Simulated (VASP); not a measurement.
**C: single point with PBE**

The system is C.

```xyz
2
Lattice="0.0000 1.7835 1.7835 1.7835 0.0000 1.7835 1.7835 1.7835 0.0000" Properties=species:S:1:pos:R:3 pbc="T T T"
C     0.0000    0.0000    0.0000
C     0.8918    0.8918    0.8918
```

This isn't the form of C at room conditions, which is graphite.

- Program: VASP 6.6.1
- Task: single point
- Functional: PBE
- Potentials or basis: VASP PAW PBE potentials, release 64 (C)
- Cutoff: 420 eV
- k mesh: 8 × 8 × 8
- Occupations: gaussian, width 0.05 eV
- Spin: no spin polarisation

```
Band gap on the k mesh : 4.12 eV, indirect (least direct gap 5.58 eV)
```

Levels at points of the mesh, in eV from the valence-band top:
| k point | band 1 | band 2 | band 3 | band 4 | band 5 | band 6 | band 7 | band 8 |
| --- | --- | --- | --- | --- | --- | --- | --- | --- |
| (0.00, 0.00, 0.00) | -21.49 | 0.00 | 0.00 | 0.00 | 5.58 | 5.58 | 5.58 | 13.31 |
| (0.50, 0.00, 0.00) | -15.71 | -13.38 | -2.81 | -2.81 | 8.46 | 8.46 | 8.83 | 15.70 |
| (0.50, 0.50, 0.00) | -12.78 | -12.78 | -6.31 | -6.31 | 4.75 | 4.75 | 16.82 | 16.82 |

Wall time 7.3 s on 1 thread of Intel(R) Xeon(R) Platinum 8559C (Emerald Rapids), on a shared host, peak memory 0.1 GiB.

 A k mesh can miss the band edges.
